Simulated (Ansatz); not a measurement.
Crystal: PtS2.

```xyz
3
Lattice="3.5432 0.0000 0.0000 -1.7716 3.0685 0.0000 0.0000 0.0000 5.0388" Properties=species:S:1:pos:R:3 pbc="T T T"
Pt    0.0000    0.0000    0.0000
S     1.7716    1.0228    3.8950
S     0.0000    2.0457    1.1438
```

- Program: Ansatz 0.2.0
- Task: single point
- Functional: PBEsol
- Potentials or basis: all-electron LAPW, scalar-relativistic
- Cutoff: 299 eV (chosen from the basis error)
- Basis error allowed: 0.001 eV/atom
- k mesh: 9 × 9 × 5
- Occupations: fermi-dirac, width 0.05 eV
- Spin: no spin polarisation

On this cell: pressure 6.4 GPa; largest force 0.950 eV/Å; band gap on the k mesh 0.96 eV, indirect (least direct gap 1.00 eV).

The same run follows on a disturbed copy (atoms moved at random, drawn with an rms of 0.05 Å):

```xyz
3
Lattice="3.5432 0.0000 0.0000 -1.7716 3.0685 0.0000 0.0000 0.0000 5.0388" Properties=species:S:1:pos:R:3 pbc="T T T"
Pt    0.0095   -0.0200    0.0506
S     1.7774    1.0159    3.8884
S    -0.0024    2.0604    1.1809
```

**Question.** What changes?

**Answer.** The energy moves by -4.7 meV/atom; pressure 4.6 GPa; largest force 1.101 eV/Å; band gap on the k mesh 0.83 eV, indirect (least direct gap 0.96 eV).

Forces in eV/Å, atoms in the order of the input:
```
Pt  -0.163  0.464 -0.725
S    0.020 -0.087 -0.299
S    0.143 -0.377  1.025
```

Stress tensor (GPa, compression positive):
```
 5.49 -0.23  0.38
-0.23  4.38 -0.88
 0.38 -0.88  3.98
```

Caveats: spin-orbit coupling is left out, which moves the levels of the heavy elements; an odd mesh through Γ misses points on the zone boundary, where band edges often lie.
